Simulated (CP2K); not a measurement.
# ZnSe (Stilleite) in CP2K: the effect of pseudo set

The system is ZnSe (Stilleite).

```
Se Zn
1.0
     4.00760    0.00000    0.00000
     2.00380    3.47068    0.00000
     2.00380    1.15689    3.27219
Se Zn
1 1
Direct
  0.75000 0.75000 0.75000
  0.00000 0.00000 0.00000
```

Alike in all runs:

| Property | Result |
| --- | --- |
| Program | CP2K 2026.2 |
| Task | single point |
| Functional | PBE |
| Density cutoff | 6123 eV |
| k mesh | 8 × 8 × 8 |
| Occupations | fermi-dirac, width 0.05 eV |
| Spin | no spin polarisation |

**Question.** One run gave: gap on the mesh 1.53 eV; pressure 3.8 GPa. Which pseudo set did it use?
A. SCAN
B. PBE
C. PBE0
D. BLYP
E. PADE

**Answer.** C.

| pseudo set | gap on the mesh (eV) | pressure (GPa) |
| --- | --- | --- |
| PBE | 1.30 | 2.8 |
| PADE | 1.37 | 1.4 |
| BLYP | 1.22 | 2.3 |
| SCAN | 1.51 | 2.7 |
| PBE0 | 1.53 | 3.8 |

Caveats: the basis of atomic orbitals isn't converged, which shifts pressures, moduli and gaps; the potentials were made for another functional, which shifts forces and pressure (some runs).

